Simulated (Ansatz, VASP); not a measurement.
AlN: VASP beside Ansatz

Contents of POSCAR:

```
AlN
1.0
    0.0000000000      1.9583023986      2.0704327721
    1.9583023986      0.0000000000      2.0704327721
    1.9583023986      1.9583023986      0.0000000000
Al N
1 1
Direct
    0.0000000000      0.0000000000      0.0000000000
    0.5000000000      0.5000000000      0.5000000000
```

The input INCAR.step1:

```
ALGO     = Normal         # electronic algorithm
EDIFF    = 1E-4           # SCF threshold, eV
ENCUT    = 520            # plane-wave cutoff, eV
GGA      = PE             # functional
ISMEAR   = 0              # smearing method
LASPH    = True           # aspherical terms in the spheres
LCHARG   = False          # write CHGCAR
LREAL    = False          # projectors in reciprocal space
LWAVE    = True           # write WAVECAR
NBANDS   = 11             # bands
NELM     = 60             # most SCF steps
PREC     = Accurate       # precision mode
SIGMA    = 0.01           # smearing width, eV
```

File INCAR.step2:

```
ALGO     = Normal         # electronic algorithm
EDIFF    = 1E-6           # SCF threshold, eV
ENCUT    = 520            # plane-wave cutoff, eV
ISIF     = 2              # what is computed and relaxed
ISMEAR   = 0              # smearing method
ISTART   = 1            
LASPH    = True           # aspherical terms in the spheres
LCHARG   = True           # write CHGCAR
LELF     = True           # ELF
LMIXTAU  = True         
LREAL    = False          # projectors in reciprocal space
LVHAR    = True         
LWAVE    = False          # write WAVECAR
METAGGA  = R2SCAN         # meta-GGA
NBANDS   = 11             # bands
NELM     = 60             # most SCF steps
PREC     = Accurate       # precision mode
SIGMA    = 0.01           # smearing width, eV
```

Contents of KPOINTS:

```
k-points
0
Gamma
  10 10 10
```

Input for Ansatz:

```yaml
crystal:
  lattice:
    - [0.0, 1.9583023986, 2.0704327721]
    - [1.9583023986, 0.0, 2.0704327721]
    - [1.9583023986, 1.9583023986, 0.0]
  atoms:
    - { symbol: Al, position: [0.0, 0.0, 0.0] }
    - { symbol: "N", position: [0.5, 0.5, 0.5] }
kpoints:
  mp_grid: { grid: [10, 10, 10] }
  band_path:
    path:
      - [0.0, 0.0, 0.0]
      - [0.5, 0.0, 0.5]
      - [0.625, 0.25, 0.625]
      - [0.375, 0.375, 0.75]
      - [0.5, 0.5, 0.5]
      - [0.5, 0.25, 0.75]
      - [0.0, 0.5, 0.5]
    npoints: 1
hamiltonian:
  xc: r2scan
scf:
  occupations: { method: fixed }
  n_extra_bands: 4
output:
  forces: true
  stress: true
  eigenvalues: true
```

Change from the starting cell: epitaxial_xy strain -3.0%.

Alike in both runs: task single point; functional r2SCAN; k mesh 10 × 10 × 10; no spin polarisation.

|  | VASP | Ansatz |
| --- | --- | --- |
| version | VASP 6.6.1 | Ansatz 0.2.0 |
| potentials or method | VASP PAW PBE potentials, release 64 (Al, N) | plane waves, PAW |
| plane-wave cutoff (eV) | 520 | 500 |
| occupations | gaussian, width 0.01 eV | fixed |
| valence electrons in the cell | 8 | 8 |

VASP gave:

| Item | Value |
| --- | --- |
| gap on the k mesh at the Fermi level (eV) | 5.51 |
| pressure (GPa) | 11.4 |
| largest component of the traceless stress (GPa) | 12.43 |

Task: Which values does Ansatz return?

Result: gap on the k mesh at the Fermi level (eV): 5.51; pressure (GPa): 12.2; largest component of the traceless stress (GPa): 12.24.

Caveats: the PAW data sets were made with another functional, which shifts forces and pressure a little (VASP). A k mesh can miss the band edges.
